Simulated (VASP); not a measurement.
Input:

```
RuO2
1.0
    4.40809     0.00000     0.00000
    0.00000     4.40809     0.00000
    0.00000     0.00000     3.05969
Ru O
2 4
Direct
  0.50118   0.48181   0.51692
  0.99437   0.99348   0.99419
  0.79322   0.20507   0.50104
  0.18134   0.79883   0.49710
  0.32081   0.32072   0.98199
  0.70908   0.70009   0.00877
```

Calculation: PBE GGA, VASP's PBE PAW potentials (set 64) (plane waves; VASP). Run with 400 eV cut-off, 9×9×13 Γ-centred mesh, first-order Methfessel-Paxton smearing of 0.050 eV, potentials Ru_pv O.

At this cut-off the stress carries a Pulay error, which pulls relaxed volumes low.

### Question
The ions are relaxed. Predict the relaxed structure.

### Answer

```
RuO2
1.0
    4.40809     0.00000     0.00000
    0.00000     4.40809     0.00000
    0.00000     0.00000     3.05969
Ru O
2 4
Direct
  0.50014   0.49980   0.50058
  0.99970   0.99991   0.99957
  0.80670   0.19579   0.49937
  0.19367   0.80439   0.49957
  0.30602   0.30499   0.00092
  0.69377   0.69511   0.99998
```
Space group P4_2/mnm (136), at a tolerance of 0.03 Å.

### Question
How much energy does the relaxation gain?

### Answer
The energy (σ→0) changes by -133.8 meV/atom, in 10 ionic steps.

| step | E(σ→0) (eV) | max force (eV/Å) | pressure (GPa) | volume (Å³) |
|---|---|---|---|---|
| 1 | -43.5753 | 5.990 | 21.82 | 59.45 |
| 2 | -42.5490 | 8.367 | 30.60 | 59.45 |
| 3 | -44.3394 | 0.691 | 14.99 | 59.45 |
| 4 | -44.3400 | 0.671 | 15.00 | 59.45 |
| 5 | -44.3398 | 0.659 | 15.01 | 59.45 |
| 6 | -44.3675 | 0.467 | 14.95 | 59.45 |
| 7 | -44.3676 | 0.435 | 14.95 | 59.45 |
| 8 | -44.3770 | 0.157 | 14.93 | 59.45 |
| 9 | -44.3773 | 0.116 | 14.93 | 59.45 |
| 10 | -44.3780 | 0.053 | 14.93 | 59.45 |

The structure comes from a computed database's RuO2 entry; how it stands against other phases isn't given here. In the starting cell atoms are displaced from their ideal sites. This run relaxes the ions in a fixed cell. The run is one of a series of settings (EDIFFG = -0.1, IBRION = 2, NSW = 50 against the base run), some of them coarse on purpose.
